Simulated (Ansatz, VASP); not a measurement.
# CdS in VASP and in Ansatz

```
Cd S
1.0
     0.00000    2.61558    2.75324
     2.61558    0.00000    2.75324
     2.61558    2.61558    0.00000
Cd S
1 1
Direct
  0.00000 0.00000 0.00000
  0.50000 0.50000 0.50000
```

Change from the starting cell: strain -0.050 along x and y, +0.000 along z, atoms carried along.

Alike in both runs: task single point; functional PBE; k mesh 10 × 10 × 10; occupations gaussian, width 0.03 eV; no spin polarisation.

|  | VASP | Ansatz |
| --- | --- | --- |
| version | VASP 6.6.1 | Ansatz 0.2.0 |
| potentials or method | VASP PAW PBE potentials, release 64 (Cd, S) | scalar-relativistic, plane waves, PAW |
| plane-wave cutoff (eV) | 520 | 420 |
| valence electrons in the cell | 18 | 26 |

|  | VASP | Ansatz | Ansatz less VASP |
| --- | --- | --- | --- |
| gap on the k mesh at the Fermi level (eV) | none | none | - |
| pressure (GPa) | 9.8 | 9.2 | -0.62 |
| largest component of the traceless stress (GPa) | 4.30 | 4.14 | -0.166 |

A gap of «none» marks a metal or a gap that the smearing closes. The two sets of potentials don't hold the same shells in valence.
